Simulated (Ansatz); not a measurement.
## In: from a guess to a relaxed structure

Method: Ansatz, DFT PBE, scalar-relativistic, plane waves, PAW. Cutoff 420 eV, Gaussian smearing, Γ-centred meshes. Cell and atoms relax first on a coarse mesh and then on a finer one. In between, the cell is made exact in the group found at 0.06 Å. In metals the finer mesh still leaves noise of several meV/atom or more. The steps can't lower the symmetry of their start. No spin polarisation.

The guess for In was made by a generator: random cell by space group and Wyckoff sites (P4/nmm, No. 129). Its size is a rough estimate.

Space group P4/nmm:1 (No. 129). a = 3.477 Å, b = 3.477 Å, c = 4.880 Å, α = 90.00°, β = 90.00°, γ = 90.00°
```
atom  site  symmetry       x       y       z
  In    2c       4mm  0.0000  0.5000  0.9507
```

Energies count from the standard state of In at the same level.

Task: What does it relax into?

Result: The symmetry goes from P4/nmm (No. 129) to I4/mmm (No. 139), and the primitive cell from 2 to 1 atom. The end has the indium (bct) type. The volume per atom shrinks by 6.7 %, from 29.5 to 27.5 Å³. The shortest distance goes from 2.51 Å (In–In) to 3.36 Å (In–In). The energy falls by about 1.7 eV/atom (the start's value is from the coarse mesh). The end is written in a standard setting, so origin, axes and order of atoms can differ from the start's. Conventional cell: a = 3.441 Å, c = 4.648 Å. In has 12 In at 3.36–3.44 Å.

```
In
1.0
    -1.72055    1.72055    2.32404
     1.72055   -1.72055    2.32404
     1.72055    1.72055   -2.32404
In
1
Direct
  0.00000 0.00000 0.00000
```

Task: Give its energy and gap.

Result: The energy over the standard state is 0.00 eV/atom and the gap on the 22×22×22 mesh of the 1-atom cell is 0 eV (a metal).

It is level with the standard state within the noise.

The last run used Gaussian smearing of 0.10 eV. The k mesh leaves some 4 meV/atom of noise in the energy of each metallic cell. Symmetry constrained the relaxation, so the result can be a saddle point. In all, the 3 runs took 110 s on 1 thread of Intel(R) Xeon(R) Platinum 8259CL CPU @ 2.50GHz (Skylake/Cascade Lake) (shared host).
